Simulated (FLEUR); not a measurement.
Runs of FLEUR MaX-R8.1 (later development tree) on CsBr. Symmetry: Pm-3m, No. 221, cubic system. Conventional cell: a = 4.326 Å, b = 4.326 Å, c = 4.326 Å, α = 90.00°, β = 90.00°, γ = 90.00°. Cs (site symmetry m-3m) is surrounded by 8 Br at 3.75 Å. Br (site symmetry m-3m) is surrounded by 8 Cs at 3.75 Å. The cell comes from a database or a generator and needn't be the stable form of this composition.

```csv
task,level,k mesh,max iterations,mixing factor,mixer,mixer history,density convergence,gap on the mesh (eV)
band structure,PBEsol,6 × 6 × 6,60,0.05,Anderson,15,1e-05 me/bohr^3,4.23
band structure,LDA,6 × 6 × 6,60,0.05,Anderson,15,1e-05 me/bohr^3,4.03
single point,HSE06,4 × 4 × 4,30,0.05,Anderson,15,0.0001 me/bohr^3,5.59
band structure,r2SCAN,6 × 6 × 6,80,0.05,Anderson,30,0.0001 me/bohr^3,(a)
```

Alike in all rows: potentials or basis all-electron, FLAPW; no spin polarisation; cell as given; smearing fermi-dirac 0.05 eV; kmax 4.1 1/bohr.

Question: Fill in the values left out.

Answer: (a) 5.13.

Caveats: spin-orbit coupling is left out, which moves the levels of the heavy elements; core states are solved in the semilocal potential (some runs); the meta-GGA is that of a development version, with a GGA for the radial functions and cores and without core tails (some runs).

A k mesh can miss the band edges, and the runs leave out spin-orbit coupling on Br, Cs.

The runs were made with more than one version of the program.
